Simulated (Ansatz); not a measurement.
The reference is ZnTe in the zinc blende structure (space group F-43m, No. 216; a = 6.1791 Å). Axes: x, y, z lie along the cube axes.

All numbers come from plane-wave PAW DFT at the PBE level (Ansatz, a quantum-chemistry and plane-wave program, 420 eV), no SOC.

Base values:

- Shortest interatomic distance = 2.676 Å
- Valley order = Γ 1.08 eV; L along ⟨111⟩ 1.74 eV; a point along ⟨100⟩, about 0.9 Å⁻¹ from Γ 2.28 eV

The change: a pure shear with ε_xy = ε_yx = -0.0302, atoms relaxed at fixed cell.

**Question.** Estimate the effect on the largest internal atomic displacement.

**Answer.** The largest internal atomic displacement is 0.029 Å.

**Question.** Predict the new shortest interatomic distance.

**Answer.** The shortest interatomic distance shrinks by 0.0195 Å to 2.656 Å.

**Question.** Estimate the effect on the energy relative to the base.

**Answer.** The energy increases by 10 meV/atom.

**Question.** What happens to the valley order?

**Answer.** The valley order (the lowest conduction-band minima on the path, energy above the VBM, named in the base's zone) goes from Γ 1.08 eV; L along ⟨111⟩ 1.74 eV; a point along ⟨100⟩, about 0.9 Å⁻¹ from Γ 2.28 eV to Γ 0.86 eV; L along [111] 1.32 eV; L along [1-11] 1.77 eV; X along [001] 1.81 eV.

With Te present, leaving out spin-orbit coupling can change the band edges. The levels and masses belong to the bands next to the band gap. The cells carry an imposed strain or load. Whether these cells are dynamically stable was not tested.
